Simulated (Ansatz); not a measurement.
Co: which structure is lowest?

These are results of Ansatz, DFT, LDA (PW92), plane waves (420 eV) with PAW, scalar-relativistic, not measurements. The PAW files were generated under PBE, with cores re-solved for the functional.

Each structure is relaxed within its own symmetry, so a high-lying one may be dynamically unstable.

| structure | ΔE (meV/atom) | V (Å³/atom) | cell | magnetic state |
| --- | --- | --- | --- | --- |
| hcp | 0 | 10.01 | a = 2.427 Å, c = 3.923 Å (c/a = 1.616) | ferromagnetic, net 1.51 μB per atom |
| dhcp | 11 | 10.03 | a = 2.427 Å, c = 7.865 Å (c/a = 3.241) | ferromagnetic, net 1.55 μB per atom |
| fcc | 25 | 10.07 | a = 3.428 Å | ferromagnetic, net 1.55 μB per atom |
| omega (AlB2-type) | 105 | 10.20 | a = 3.856 Å, c = 2.377 Å (c/a = 0.616) | ferromagnetic, net 1.56 μB per atom |
| A15 | 129 | 10.24 | a = 4.343 Å | ferromagnetic, net 1.60 μB per atom |
| bcc | 145 | 10.21 | a = 2.733 Å | ferromagnetic, net 1.65 μB per atom |
| simple cubic | 882 | 11.47 | a = 2.255 Å | ferromagnetic, net 1.56 μB per atom |
| diamond | 1391 | 13.77 | a = 4.794 Å | spin not included |

ΔE counts from hcp.

Differences under about 8 meV lie within the error of the k-point mesh.
